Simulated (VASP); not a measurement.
# LaH3 (Fm-3m) in VASP: further runs, part 2 of 2

VASP 6.6.1. Earlier steps stand in the parts before.

## 5. Single point, LDA

Contents of INCAR:

```
PREC = Accurate
ENCUT = 300
EDIFF = 1E-6
ISMEAR = 0
SIGMA = 0.05
LREAL = F
LASPH = T
NELM = 100
ALGO = Normal
ISIF = 2
LWAVE = F
LCHARG = F
GGA = CA
NBANDS = 15
ADDGRID = F
```

Contents of KPOINTS:

```
regular mesh
0
Gamma
  3 3 3
```

Contents of POSCAR:

```
LaH3
1.0
    0.0000000000      2.7864794500      2.7864794500
    2.7864794500      0.0000000000      2.7864794500
    2.7864794500      2.7864794500      0.0000000000
La H
1 3
Direct
    0.0000000000      0.0000000000      0.0000000000
    0.2500000000      0.2500000000      0.2500000000
    0.7500000000      0.7500000000      0.7500000000
    0.5000000000      0.5000000000      0.5000000000
```

Potentials or basis: VASP PAW LDA potentials, release 64 (La, H).

Command:

```console
> cat potpaw_LDA.64/La/POTCAR potpaw_LDA.64/H/POTCAR > POTCAR
> mpirun -np 1 vasp_std > vasp.out
```

OUTCAR:

```text
PREC = Accurate
   ENCUT = 300
   EDIFF = 1E-6
   ISMEAR = 0
   LREAL = F
   LASPH = T
   NELM = 100
   ISIF = 2
   GGA = CA

 Found      4 irreducible k-points:

 Following reciprocal coordinates:
            Coordinates               Weight
  0.000000  0.000000  0.000000      1.000000
  0.333333  0.000000  0.000000      8.000000
  0.333333  0.333333  0.000000      6.000000
 -0.333333  0.333333  0.000000     12.000000
   k-points           NKPTS =      4   k-points in BZ     NKDIM =      4   number of bands    NBANDS=     15
   number of dos      NEDOS =    301   number of ions     NIONS =      4
   total plane-waves  NPLWV =  13824
   dimension x,y,z NGX =    24 NGY =   24 NGZ =   24
   dimension x,y,z NGXF=    48 NGYF=   48 NGZF=   48
   ions per type =               1   3
   NGX,Y,Z   is equivalent  to a cutoff of  10.12, 10.12, 10.12 a.u.
   NGXF,Y,Z  is equivalent  to a cutoff of  20.25, 20.25, 20.25 a.u.
 SYSTEM =  unknown system
   PREC   = accura    normal or accurate (medium, high low for compatibility)
   ISTART =      0    job   : 0-new  1-cont  2-samecut
   ICHARG =      2    charge: 1-file 2-atom 10-const
   ISPIN  =      1    spin polarized calculation?
   LNONCOLLINEAR =      F non collinear calculations
   LSORBIT =      F    spin-orbit coupling
   LASPH  =      T    aspherical Exc in radial PAW
   ENCUT  =  300.0 eV  22.05 Ry    4.70 a.u.   5.57  5.57  5.57*2*pi/ulx,y,z
   NELM   =    100;   NELMIN=  2; NELMDL= -5     # of ELM steps
   EDIFF  = 0.1E-05   stopping-criterion for ELM
   LREAL  =      F    real-space projection
   EDIFFG = 0.1E-04   stopping-criterion for IOM
   NSW    =      0    number of steps for IOM
   IBRION =     -1    ionic relax: 0-MD 1-quasi-New 2-CG
   NFREE  =      0    steps in history (QN), initial steepest desc. (CG)
   ISIF   =      2    stress and relaxation
   ISYM   =      2    0-nonsym 1-usesym 2-fastsym
   POTIM  = 0.5000    time-step for ionic-motion
   TEBEG  =    0.0;   TEEND  =   0.0 temperature during run
   PSTRESS=    0.0 pullay stress
   NELECT =      14.0000    total number of electrons
   NUPDOWN=      -1.0000    fix difference up-down
   EMIN   =  10.00;   EMAX   =-10.00  energy-range for DOS
   EFERMI =   0.00;   METHOD = LEGACY
   ISMEAR =     0;   SIGMA  =   0.05  broadening in eV -4-tet -1-fermi 0-gaus
   EFERMI_NEDOS =   21; number of points for ismear=-14 and -15
   IALGO  =     38    algorithm
   IMIX   =      4    mixing-type and parameters
     AMIX     =   0.40;   BMIX     =  1.00
     AMIX_MAG =   1.60;   BMIX_MAG =  1.00
  volume/ion in A,a.u.               =      10.82        73.00
  Fermi-wavevector in a.u.,A,eV,Ry     =   1.123876  2.123817 17.185477  1.263097
  Thomas-Fermi vector in A             =   2.260545
   LORBIT       =      0    0 simple, 1 ext, 2 COOP (PROOUT), +10 PAW based schemes
   GGA     = CA    functional components
   LHFCALC =     F    Hartree Fock is set to
   AEXX    =    0.0000 exact exchange contribution
   IVDW    =     0    specifies the selected vdW correction
   LEPSILON=     F    determine dielectric tensor
   LRPA    =     F    only Hartree local field effects (RPA)
 non-spin polarized calculation
 Gauss-broadening in eV      SIGMA  =   0.05
  energy-cutoff  :      300.00
  volume of cell :       43.27
 maximum number of plane-waves:       531
 NGX is ok and might be reduce to    24
   NGX = 11   NGY = 11   NGZ = 11

 number of electron      13.9999992 magnetization

 Free energy of the ion-electron system (eV)
  ---------------------------------------------------
  ext. energy  EPLUGINS =         0.00000000
  ---------------------------------------------------
  free energy    TOTEN  =       -18.32183057 eV

  energy without entropy =      -18.31658094  energy(sigma->0) =      -18.31920576

 E-fermi :   7.7976     XC(G=0): -10.2914

 val. band max:        5.8152706776   @ k =   0.3333   0.0000   0.0000
 cond. band min:       7.8422548011   @ k =   0.0000   0.0000   0.0000
 fundamental gap:      2.0269841235
 Fermi energy:         7.7976282690

 k-point     1 :       0.0000    0.0000    0.0000
  band No.  band energies     occupation
      1     -25.5895      2.00000
      2      -8.8827      2.00000
      3      -8.8827      2.00000
      4      -8.8827      2.00000
      5      -0.4416      2.00000
      6       4.7068      2.00000
      7       7.8423      0.20687
      8       7.8423      0.20687
      9       7.8423      0.20687
     10       8.1753      0.00000
     11       8.7921      0.00000
     12       8.7921      0.00000
     13       8.7921      0.00000
     14       9.3886      0.00000
     15       9.3886      0.00000

 k-point     2 :       0.3333    0.0000    0.0000
  band No.  band energies     occupation
      1     -25.4914      2.00000
      2      -9.8162      2.00000
      3      -8.9807      2.00000
      4      -8.9807      2.00000
      5       1.3289      2.00000
      6       3.4047      2.00000
      7       5.8153      2.00000
      8       7.8583      0.08621
      9       7.8583      0.08621
     10       8.8184      0.00000
     11       8.8184      0.00000
     12       9.2281      0.00000
     13       9.3058      0.00000
     14       9.3058      0.00000
     15       9.4001      0.00000

 k-point     3 :       0.3333    0.3333    0.0000
  band No.  band energies     occupation
      1     -25.4595      2.00000
      2      -9.7854      2.00000
      3      -9.1579      2.00000
      4      -9.1579      2.00000
      5       1.9226      2.00000
      6       2.4603      2.00000
      7       4.6171      2.00000
      8       8.7114      0.00000
      9       8.7114      0.00000
     10       9.0369      0.00000
     11       9.1277      0.00000
     12       9.1277      0.00000
     13       9.1411      0.00000
     14       9.4696      0.00000
     15      10.6268      0.00000

 k-point     4 :      -0.3333    0.3333    0.0000
  band No.  band energies     occupation
      1     -25.4258      2.00000
      2      -9.6830      2.00000
      3      -9.6802      2.00000
      4      -9.1185      2.00000
      5       2.7353      2.00000
      6       3.0910      2.00000
      7       3.6076      2.00000
      8       8.5502      0.00000
      9       8.5762      0.00000
     10       8.8292      0.00000
     11       9.2044      0.00000
     12       9.2056      0.00000
     13       9.2654      0.00000
     14       9.2711      0.00000
     15       9.9991      0.00000

------------------------ aborting loop because EDIFF is reached ----------------------------------------

  FORCE on cell =-STRESS in cart. coord.  units (eV):
  Direction    XX          YY          ZZ          XY          YZ          ZX
  --------------------------------------------------------------------------------------
  -------------------------------------------------------------------------------------
  Total       -1.3118050     -1.3118050     -1.3118050     -0.0000000      0.0000000     -0.0000000
  in kB      -48.5715919    -48.5715919    -48.5715919     -0.0000000      0.0000000     -0.0000000
  external PRESSURE =     -48.5715919 kB  Pullay stress =       0.0000000 kB

 VOLUME and BASIS-vectors are now :
 -----------------------------------------------------------------------------
  energy-cutoff  :      300.00
  volume of cell :       43.27
      direct lattice vectors                 reciprocal lattice vectors
     0.000000000  2.786479450  2.786479450    -0.179437892  0.179437892  0.179437892
     2.786479450  0.000000000  2.786479450     0.179437892 -0.179437892  0.179437892
     2.786479450  2.786479450  0.000000000     0.179437892  0.179437892 -0.179437892

 POSITION                                       TOTAL-FORCE (eV/Angst)
 -----------------------------------------------------------------------------------
      0.00000      0.00000      0.00000         0.000000     -0.000000     -0.000000
      1.39324      1.39324      1.39324         0.000000      0.000000      0.000000
      4.17972      4.17972      4.17972        -0.000000     -0.000000     -0.000000
      2.78648      2.78648      2.78648         0.000000     -0.000000     -0.000000
 -----------------------------------------------------------------------------------
    total drift:                               -0.000000     -0.000000     -0.000000

  FREE ENERGIE OF THE ION-ELECTRON SYSTEM (eV)
  ---------------------------------------------------
  free  energy   TOTEN  =       -18.3218305745 eV

  energy  without entropy=      -18.3165809425  energy(sigma->0) =      -18.31920576
```

OSZICAR:

```text
N       E                     dE             d eps       ncg     rms          rms(c)
DAV:   1     0.856080681325E+02    0.85608E+02   -0.35838E+03   120   0.827E+02
DAV:   2    -0.139432821143E+02   -0.99551E+02   -0.90681E+02   159   0.161E+02
DAV:   3    -0.188815797281E+02   -0.49383E+01   -0.49008E+01   165   0.621E+01
DAV:   4    -0.190537782818E+02   -0.17220E+00   -0.17197E+00   211   0.798E+00
DAV:   5    -0.190560120836E+02   -0.22338E-02   -0.22333E-02   180   0.902E-01    0.545E+00
DAV:   6    -0.184566988097E+02    0.59931E+00   -0.10602E+00   201   0.530E+00    0.252E+00
DAV:   7    -0.183284086112E+02    0.12829E+00   -0.25041E-01   142   0.201E+00    0.841E-01
DAV:   8    -0.183220242228E+02    0.63844E-02   -0.31146E-02   194   0.109E+00    0.267E-01
DAV:   9    -0.183218754268E+02    0.14880E-03   -0.29965E-03   209   0.478E-01    0.953E-02
DAV:  10    -0.183218431470E+02    0.32280E-04   -0.70618E-04   202   0.239E-01    0.243E-02
DAV:  11    -0.183218305279E+02    0.12619E-04   -0.57648E-05   209   0.605E-02    0.533E-03
DAV:  12    -0.183218305745E+02   -0.46594E-07   -0.80312E-06   202   0.179E-02
   1 F= -.18321831E+02 E0= -.18319206E+02  d E =-.524963E-02
```

stdout:

```text
POSCAR found type information on POSCAR LaH
 POSCAR found :  2 types and       4 ions
 scaLAPACK will be used
 LDA part: xc-table for (Slater(with rela. corr.)+CA(PZ))
 , standard interpolation
 POSCAR, INCAR and KPOINTS ok, starting setup
 FFT: planning ... GRIDC
 FFT: planning ... GRID_SOFT
 FFT: planning ... GRID
 WAVECAR not read
 entering main loop
```

Wall time 5.7 s (1 thread of Intel Xeon Platinum 8488C (Sapphire Rapids), shared host); peak memory 0.12 GiB.

These settings aren't checked as converged: the numbers below hold their error.

What came out:

- Free energy: -18.3218 eV
- Pressure: -4.9 GPa
- Band gap on the k mesh: none (metal or under the smearing width)

Caveat: the k mesh is coarse (spacing up to 0.65 Å⁻¹), so the values aren't converged; the cutoff is under 1.25 times the usual one of these potentials, so pressure, stress and relaxed cells hold a basis-set (Pulay) error.

## 6. Single point, LDA

INCAR is that of step 5.

KPOINTS is that of step 5.

Contents of POSCAR:

```
LaH3
1.0
    0.0000000000      2.7864794500      2.7864794500
    2.7864794500      0.0000000000      2.7864794500
    2.7864794500      2.7864794500      0.0000000000
La H
1 3
Direct
    0.0010720000     -0.0024160000     -0.0049440000
    0.2532360000      0.2274950000      0.2357170000
    0.7573300000      0.7385030000      0.7643790000
    0.4948670000      0.5128930000      0.4979460000
```

Potentials or basis: VASP PAW LDA potentials, release 64 (La, H).

Command:

```console
> cat potpaw_LDA.64/La/POTCAR potpaw_LDA.64/H/POTCAR > POTCAR
> mpirun -np 1 vasp_std > vasp.out
```

OUTCAR:

```text
PREC = Accurate
   ENCUT = 300
   EDIFF = 1E-6
   ISMEAR = 0
   LREAL = F
   LASPH = T
   NELM = 100
   ISIF = 2
   GGA = CA

 Found     14 irreducible k-points:

 Following reciprocal coordinates:
            Coordinates               Weight
  0.000000  0.000000  0.000000      1.000000
  0.333333  0.000000  0.000000      2.000000
  0.000000  0.333333  0.000000      2.000000
  0.000000  0.000000  0.333333      2.000000
  0.333333  0.333333  0.333333      2.000000
  0.333333  0.333333  0.000000      2.000000
   k-points           NKPTS =     14   k-points in BZ     NKDIM =     14   number of bands    NBANDS=     15
   number of dos      NEDOS =    301   number of ions     NIONS =      4
   total plane-waves  NPLWV =  13824
   dimension x,y,z NGX =    24 NGY =   24 NGZ =   24
   dimension x,y,z NGXF=    48 NGYF=   48 NGZF=   48
   ions per type =               1   3
   NGX,Y,Z   is equivalent  to a cutoff of  10.12, 10.12, 10.12 a.u.
   NGXF,Y,Z  is equivalent  to a cutoff of  20.25, 20.25, 20.25 a.u.
 SYSTEM =  unknown system
   PREC   = accura    normal or accurate (medium, high low for compatibility)
   ISTART =      0    job   : 0-new  1-cont  2-samecut
   ICHARG =      2    charge: 1-file 2-atom 10-const
   ISPIN  =      1    spin polarized calculation?
   LNONCOLLINEAR =      F non collinear calculations
[... 75 lines left out ...]
     13       8.7858      0.00000
     14       9.3637      0.00000
[... 77 lines left out ...]
      2      -9.7913      2.00000
      3      -9.1795      2.00000
      4      -9.1662      2.00000
      5       1.9243      2.00000
      6       2.4787      2.00000
      7       4.6311      2.00000
      8       8.6931      0.00000
      9       8.7039      0.00000
     10       9.0247      0.00000
     11       9.1133      0.00000
     12       9.1163      0.00000
     13       9.1293      0.00000
     14       9.4595      0.00000
     15      10.6065      0.00000

 [... further k-points ...]

------------------------ aborting loop because EDIFF is reached ----------------------------------------

  FORCE on cell =-STRESS in cart. coord.  units (eV):
  Direction    XX          YY          ZZ          XY          YZ          ZX
  --------------------------------------------------------------------------------------
  -------------------------------------------------------------------------------------
  Total       -1.1955864     -1.2170259     -1.3101929      0.2647011      0.1152285      0.1425001
  in kB      -44.2684191    -45.0622495    -48.5119010      9.8009659      4.2665136      5.2762839
  external PRESSURE =     -45.9475232 kB  Pullay stress =       0.0000000 kB

 VOLUME and BASIS-vectors are now :
 -----------------------------------------------------------------------------
  energy-cutoff  :      300.00
  volume of cell :       43.27
      direct lattice vectors                 reciprocal lattice vectors
     0.000000000  2.786479450  2.786479450    -0.179437892  0.179437892  0.179437892
     2.786479450  0.000000000  2.786479450     0.179437892 -0.179437892  0.179437892
     2.786479450  2.786479450  0.000000000     0.179437892  0.179437892 -0.179437892

 POSITION                                       TOTAL-FORCE (eV/Angst)
 -----------------------------------------------------------------------------------
      5.55245      2.77569      2.78273        -0.157016      0.042831     -0.120042
      1.29073      1.36246      1.33955         0.208525      0.029313      0.124194
      4.18775      4.24021      4.16811         0.013425     -0.134567      0.051649
      2.81668      2.76645      2.80810        -0.064934      0.062423     -0.055801
 -----------------------------------------------------------------------------------
    total drift:                               -0.000049      0.000064      0.000081

  FREE ENERGIE OF THE ION-ELECTRON SYSTEM (eV)
  ---------------------------------------------------
  free  energy   TOTEN  =       -18.3022100111 eV

  energy  without entropy=      -18.3019564425  energy(sigma->0) =      -18.30208323
```

stdout:

```text
POSCAR found type information on POSCAR LaH
 POSCAR found :  2 types and       4 ions
 scaLAPACK will be used
 LDA part: xc-table for (Slater(with rela. corr.)+CA(PZ))
 , standard interpolation
 POSCAR, INCAR and KPOINTS ok, starting setup
 FFT: planning ... GRIDC
 FFT: planning ... GRID_SOFT
 FFT: planning ... GRID
 WAVECAR not read
 entering main loop
```

It took 6.9 s on 1 thread of Intel Xeon Platinum 8488C (Sapphire Rapids), shared host; peak memory 0.12 GiB.

These settings aren't checked as converged: the numbers below hold their error.

What came out:

| Property | Result |
| --- | --- |
| Free energy | -18.3022 eV |
| Pressure | -4.6 GPa |
| Largest force | 0.244 eV/Å |
| Band gap on the k mesh | 0.17 eV, indirect (least direct gap 0.19 eV) |

Caveat: the k mesh is coarse (spacing up to 0.65 Å⁻¹), so the values aren't converged; the cutoff is under 1.25 times the usual one of these potentials, so pressure, stress and relaxed cells hold a basis-set (Pulay) error; spin-orbit coupling is left out, which moves the levels of the heavy elements; an odd mesh through Γ misses points on the zone boundary, where band edges often lie.
